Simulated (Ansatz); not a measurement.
input.yaml (Ansatz)

```yaml
crystal:
  lattice:
    - [2.8522875017, 0.0, 0.0]
    - [-1.4261437509, 2.4701534354, 0.0]
    - [0.0, 0.0, 2.8061200988]
  atoms:
    - { symbol: B, position: [0.0, 0.0, 0.0] }
    - { symbol: B, position: [0.3333333333, 0.6666666667, 0.5] }
    - { symbol: B, position: [0.6666666667, 0.3333333333, 0.5] }
hamiltonian:
  xc: pbesol
  pseudopotentials:
    kind: paw
    azcp:
      B: "pseudopotentials/B.paw.azcp"
basis:
  ecutwfc: 420
  fft_grid_basis: typed
kpoints:
  mp_grid: { grid: [17, 17, 15], shift: [0, 0, 0] }
magnetization:
  spin_polarized: false
scf:
  occupations: { method: fermi_dirac, width: 0.1 }
```

and its output:

```
Warning: the record states the generating functional pbe (its physics header spells it `PBE`), which answers neither for hamiltonian.xc's functional nor for the pbesol family's — results may be inconsistent (PPs are generated against a specific XC)
Engine: ansatz 0.2.0, x86_64-unknown-linux-gnu
Pseudopotentials: kind: paw
Pseudopotential: B, paw, valence charge 3, recommended cutoff 420 eV (normal) 
Functional definition: PBEsol
  exchange = pbesol_x
  correlation = pbesol_c
Crystal: 3 atoms, lattice volume = 19.771 Å³
Basis set: ecut = 420 eV, 405 PW (Γ)
Bands: 9, of which v1, the nominal top of the filled ones, is band 5 counted from 1 (4 counted from 0)
Symmetry: 24 space group operations
Space group: P6/mmm (ITA 191), of the structure as read, at distance tolerance 2.7e-5 Å
k-points: 264 of 4335
Non-local potential: B, projectors of the file, l = 0: 2, l = 1: 2, l = 2: 1
PAW form: soft (Blöchl's): semilocal exchange-correlation on the pseudo side does not see the compensation charge
PAW frozen core: B, regenerated for the run's functional, and the local potential with it (the file was generated under x = pbe(κ = 0.804, μ = 0.2195149727645171), c = pbe(β = 0.06672455060314922))
PAW one-centre angular grid: B, 110 points (default); XC on 64 Gauss nodes
Initial density: superposition of atomic densities (neutral atoms: chi_scale 0, normalization atom), corrected by the library's trained network
Initial wavefunctions: pseudopotential atomic-orbital guess
Functional: x = pbesol(κ = 0.804, μ = 0.12345679012345678), c = pbesol(β = 0.046)
SCF iter   1: F=—  HF=-455.058826 eV  |F-HF|=—  |Δ(HF+E_count)|=         —  Δρ=7.77e-3  dr2=5.72e-3  ethr=1.77e-3  ⟨swp⟩=4.5  Hψ=14517  notcnv=0
SCF iter   2: F=—  HF=-455.058765 eV  |F-HF|=—  |Δ(HF+E_count)|=   6.08e-5  Δρ=4.72e-3  dr2=2.43e-3  ethr=6.35e-5  ⟨swp⟩=1.0  Hψ=4488  notcnv=0
SCF iter   3: F=—  HF=-455.058489 eV  |F-HF|=—  |Δ(HF+E_count)|=   2.76e-4  Δρ=2.49e-4  dr2=3.67e-6  ethr=2.71e-5  ⟨swp⟩=1.1  Hψ=2412  notcnv=0
SCF iter   4: F=—  HF=-455.058490 eV  |F-HF|=—  |Δ(HF+E_count)|=   7.68e-7  Δρ=4.45e-5  dr2=2.66e-7  ethr=4.08e-8  ⟨swp⟩=2.2  Hψ=3413  notcnv=0
iter 5 did not close the SCF: its close was put off for the readings that it lacked (scf_convergence_deferred on its scf_iter line)
SCF iter   5: F=-455.058490 eV  HF=-455.058490 eV  |F-HF|=2.78e-10  |Δ(HF+E_count)|=   1.17e-8  Δρ=3.98e-6  dr2=1.77e-9  ethr=2.95e-9  ⟨swp⟩=2.1  Hψ=3438  notcnv=0
SCF iter   6: F=-455.058490 eV  HF=-455.058490 eV  |F-HF|=1.01e-11  |Δ(HF+E_count)|=  1.55e-10  Δρ=7.47e-7  dr2=3.77e-11  ethr=1.96e-11  ⟨swp⟩=1.0  Hψ=6923  notcnv=0
SCF 1 converged in 6 iterations: F = -455.058490 eV  dr2 = 3.77e-11
SCF converged after 6 iterations
Free energy (F): -455.058490 eV
Harris-Foulkes:  -455.058490 eV  (|F-HF|=1.01e-11)
Internal energy: -455.044246 eV  (E = F + TS)
E sigma→0 (E₀):  -455.051368 eV
Entropy (-TS):   -0.014244 eV (-4.748 meV/atom)
Fermi energy:    11.763854 eV
--- Per-component energies (eV) ---
  E_band       = 41.401779
  E_kinetic    = 144.255126
  E_local      = -29.182297  (includes V_loc(G=0)·N_el)
  E_nonlocal   = 35.477379
  E_hartree    = 6.518500
  E_xc         = -95.992493
  E_vxc        = -114.379439  (∫ρ·V_xc dr)
  E_paw        = -226.125051  (= ΣΔE_a)
  E_vpaw       = -7.805962  (= ΣTr[D̂ρ^β])
  E_aug_tail   = -0.000009  (compensation charges beyond the density's cutoff)
  E_ewald      = -290.039533
  E_core_change = 0.044133  (= ΣΔE_core)
  E_smearing   = -0.014244  (= −TS)
  E_closure    = 0.000000  (closes the sum)
  Σ components = -455.058490   (vs F -455.058490, Δ=0.00e0)
```

Command:

```sh
ansatz run input.yaml --threads 2 --pin off --max-ram 5120MiB --backend cpu --events-out ev --progress --plain --runs-dir out
```

On 2 threads of Intel(R) Xeon(R) 6975P-C (Granite Rapids) (shared host) this took about 0.67 s of wall time and 1.2 s of CPU time.
